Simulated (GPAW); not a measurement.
Wanted: an ASE script for a GPAW 26.7.0 run.

```
Task                : dielectric tensor
Functional          : LDA
Potentials or basis : the program's PAW data sets (release 1.2.1) made for this functional
Cutoff              : 500 eV
Basis               : pw
k mesh              : 7 × 7 × 7
Occupations         : fermi-dirac, width 0.001 eV
Spin                : no spin polarisation
Response ecut       : 80 eV
Maxiter             : 150
Response k mesh     : 20 × 20 × 20
Response bands      : 29
Kernels             : ["RPA"]
Coarser k mesh      : 20 × 20 × 20
```

The structure of ZnSe (Stilleite) lies in ZnSe.xyz:

```xyz
2
Lattice="0.0000000000 2.7759511149 2.7759511149 2.7759511149 0.0000000000 2.7759511149 2.7759511149 2.7759511149 0.0000000000" Properties=species:S:1:pos:R:3 pbc="T T T"
Se     4.1639266724      4.1639266724      4.1639266724
Zn     0.0000000000      0.0000000000      0.0000000000
```

These files were run (other wordings do the same):

run.py

```python
import numpy as np
from ase.dft.bandgap import bandgap
from ase.io import read, write
from gpaw import GPAW, PW
from gpaw.response.df import DielectricFunction

atoms = read('ZnSe.xyz')

calc = GPAW(mode=PW(500),
            xc='LDA',
            kpts={'size': (7, 7, 7), 'gamma': True},
            occupations={'name': 'fermi-dirac', 'width': 0.001},
            nbands=18,
            convergence={'density': 1e-06},
            maxiter=150,
            txt='gpaw.txt')
atoms.calc = calc
energy = atoms.get_potential_energy()
calc.write('gs.gpw')
write('result.traj', atoms)
print(f'Energy: {energy:.6f} eV')
print('Fermi level:', round(calc.get_fermi_level(), 4), 'eV')
print(f'Gap: {bandgap(calc)[0]:.4f} eV, direct: {bandgap(calc, direct=True)[0]:.4f} eV')

for size in [(20, 20, 20)]:
    name = 'x'.join(str(n) for n in size)
    dense = calc.fixed_density(kpts={'size': size, 'gamma': True},
                               nbands=35, convergence={'bands': 29, 'eigenstates': 1e-7},
                               update_fermi_level=True, txt=f'dense-{name}.txt')
    dense.write(f'{name}.gpw', mode='all')
    df = DielectricFunction(f'{name}.gpw', frequencies=np.array([0.0]), hilbert=False, eta=0.001,
                            ecut=80, nbands=29, intraband=False, txt=f'df-{name}.txt')
    for xc in ['RPA']:
        for direction in ['x', 'y', 'z', [0, 1, 1], [1, 0, 1], [1, 1, 0]]:
            e0, e = df.get_macroscopic_dielectric_constant(xc=xc, direction=direction)
            print(f'{name} {xc} {direction}: {e0:.4f} without, {e:.4f} with local fields')
```

Potentials or basis: the program's PAW data sets (release 1.2.1) made for this functional, pw.

The run is started by

```bash
$ OMP_NUM_THREADS=1 python run.py
```

It gave:

* Band gap on the k mesh: 1.30 eV, direct
* Electronic dielectric tensor (diagonal): 7.11

Caveat: the long-wavelength limit can be off by several per cent where d states take part.

Run time: 4.8 min on 1 thread of Arm Neoverse V1, with other jobs on the host, peak memory 0.5 GiB.
